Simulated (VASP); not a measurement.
Write the native input for VASP 6.6.1 that does the following.

* Task: single point
* Functional: r2SCAN
* Potentials or basis: VASP PAW PBE potentials, release 64 (Si, C)
* Cutoff: 520 eV
* k mesh: 10 × 10 × 10
* Occupations: gaussian, width 0.02 eV
* Spin: no spin polarisation
* Dipole correction: no
* Further INCAR settings: ALGO = Normal; EDIFF = 1e-06; NBANDS = 11

The system is SiC.

```
Si C
1.0
     0.01409    2.17061    2.15652
     2.17061    0.01409    2.15652
     2.18469    2.18469    0.00000
Si C
1 1
Direct
  0.00064 0.00064 0.99936
  0.24936 0.24936 0.25064
```

The cell was built by a generator and isn't the measured one.

The cell isn't the ideal one: strained cell.

These files were run (other wordings do the same):

POSCAR

```
SiC
1.0
    0.0140862111      2.1706087271      2.1565225160
    2.1706087271      0.0140862111      2.1565225160
    2.1846949383      2.1846949383      0.0000000001
Si C
1 1
Direct
    0.0006354580      0.0006354580     -0.0006354580
    0.2493645420      0.2493645420      0.2506354580
```

INCAR.step1

```
PREC = Accurate
ENCUT = 520
ISMEAR = 0
SIGMA = 0.02
LREAL = False
LASPH = True
NELM = 100
NBANDS = 11
GGA = PE
ALGO = Normal
EDIFF = 1E-4
LWAVE = True
LCHARG = False
```

INCAR.step2

```
PREC = Accurate
ENCUT = 520
EDIFF = 1E-6
ISMEAR = 0
SIGMA = 0.02
LREAL = False
LASPH = True
NELM = 100
ALGO = Normal
ISIF = 2
LWAVE = False
LCHARG = False
METAGGA = R2SCAN
LMIXTAU = True
NBANDS = 11
ISTART = 1
```

KPOINTS

```
Automatic mesh
0
Gamma
  10 10 10
```

Potentials or basis: VASP PAW PBE potentials, release 64 (Si, C).

The run is started by

```sh
$ cat potpaw_PBE.64/Si/POTCAR potpaw_PBE.64/C/POTCAR > POTCAR
$ cp INCAR.step1 INCAR
$ mpirun -np 1 vasp_std > vasp.out
$ cp INCAR.step2 INCAR
$ mpirun -np 1 vasp_std > vasp.out
```

It gave:

* Pressure: 3.8 GPa
* Band gap on the k mesh: 1.61 eV, indirect (least direct gap 4.96 eV)

Caveat: the PAW data sets were made with another functional, which shifts forces and pressure a little.

It took 42 s on 1 thread of Intel(R) Xeon(R) 6975P-C (Granite Rapids) (shared host), peak memory 0.16 GiB.
